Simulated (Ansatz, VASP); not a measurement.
**LiH: VASP beside Ansatz**

POSCAR

```
LiH
1.0
    0.0000000000      1.9984726907      1.9984726907
    1.9984726907      0.0000000000      1.9984726907
    1.9984726907      1.9984726907      0.0000000000
Li H
1 1
Direct
    0.0000000000      0.0000000000      0.0000000000
    0.5000000000      0.5000000000      0.5000000000
```

The input INCAR.step1:

```
SYSTEM = LiH
  PREC = Accurate
  ENCUT = 520
  EDIFF = 1E-5
  ISMEAR = 0
  SIGMA = 0.01
  LREAL = .False.
  LASPH = .True.
  NELM = 80
  ALGO = Normal
  ISIF = 2
  LWAVE = .True.
  LCHARG = .False.
  GGA = PE
  NBANDS = 9
```

File INCAR.step2:

```
SYSTEM = LiH
  PREC = Accurate
  ENCUT = 520
  EDIFF = 1E-6
  ISMEAR = 0
  SIGMA = 0.01
  LREAL = .False.
  LASPH = .True.
  NELM = 80
  ALGO = Normal
  ISIF = 2
  LWAVE = .False.
  LCHARG = .False.
  GGA = PE
  LHFCALC = .True.
  AEXX = 1.0
  HFSCREEN = 0.3
  PRECFOCK = Normal
  ISTART = 1
  NBANDS = 9
  ALDAC = 1.0
  AGGAC = 1.0
```

KPOINTS

```
regular mesh
0
Gamma
  6 6 6
  0 0 0
```

Input for Ansatz:

```yaml
crystal:
  lattice:
    - [0.0, 1.9984726907, 1.9984726907]
    - [1.9984726907, 0.0, 1.9984726907]
    - [1.9984726907, 1.9984726907, 0.0]
  atoms:
    - { symbol: Li, position: [0.0, 0.0, 0.0] }
    - { symbol: H, position: [0.5, 0.5, 0.5] }
kpoints:
  mp_grid: { grid: [6, 6, 6] }
hamiltonian:
  xc: { exchange: pbe, correlation: pbe, exx: { coeff: 1.0, omega: 0.3 } }
scf:
  occupations: { method: fixed }
  n_extra_bands: 4
output:
  forces: true
  stress: true
  eigenvalues: true
```

Alike in both runs: task single point; functional PBE-based screened hybrid; k mesh 6 × 6 × 6; no spin polarisation.

```csv
,VASP,Ansatz
version,VASP 6.6.1,Ansatz 0.2.0
potentials or method,"VASP PAW PBE potentials, release 64 (Li_sv, H)",plane waves
plane-wave cutoff (eV),520,420
occupations,"gaussian, width 0.01 eV",fixed
valence electrons in the cell,4,4
```

VASP gave:

```
gap on the k mesh at the Fermi level (eV) : 6.40
```

Problem. Which values does Ansatz return?

Solution. gap on the k mesh at the Fermi level (eV): 6.41.

Ansatz warned: «stress_exchange_threshold_loose».

Caveats: the k mesh is coarse (spacing up to 0.45 Å⁻¹), so the values aren't converged. A k mesh can miss the band edges.
